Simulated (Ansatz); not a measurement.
Input and command of a calculation in Ansatz (plane waves; scalar-relativistic PAW potentials unless the input names others):

```yaml
crystal:
  lattice:
    - [2.9464519438, -1.0e-10, 1.89133e-05]
    - [-1.4732259719, 2.5517022344, 0.0]
    - [1.4732410034, 0.8505760899, 2.3437858231]
  atoms:
    - { symbol: Ni, position: [0.0, 0.0, 0.0], spin: 1.14 }
    - { symbol: O, position: [0.0, 0.5, 0.5], spin: 0.2 }
basis:
  ecutwfc: 420
kpoints:
  mp_grid: { grid: [12, 12, 15] }
hamiltonian:
  xc: pbesol
scf:
  occupations: { method: gaussian, width: 0.1 }
  mixing_beta: 0.3
  max_iter: 80
output:
  forces: true
  eigenvalues: true
  stress: true
magnetization:
  spin_polarized: true
```

```bash
ansatz run input.yaml --threads 2 --pin off --max-ram 5120MiB --backend cpu --events-out ev --progress --plain --runs-dir out
```

**Question.** What is wrong with this input?

**Answer.** The program refuses it, because of a keyword of another program (scf.mixing_beta: not typed → 0.3). Without that key it is accepted.

Abridged log:
```
Error: YAML parse error: error: line 17 column 3: unknown field `mixing_beta`, expected one of max_iter, algorithm, n_extra_bands, self_checks, convergence, lower_state_search, omitted_lower_state_checks, lower_solution_reach, mixing, occupations, eigensolver, initial_density, exx
  --> <input>:17:3
   |
15 | scf:
16 |   occupations: { method: gaussian, width: 0.1 }
17 |   mixing_beta: 0.3
   |   ^ unknown field `mixing_beta`, expected one of max_iter, algorithm, n_extra_bands, self_checks, convergence, lower_state_search, omitted_lower_state_checks, lower_solution_reach, mixing, occupations, eigensolver, initial_density, exx
18 |   max_iter: 80
19 | output:
   |
```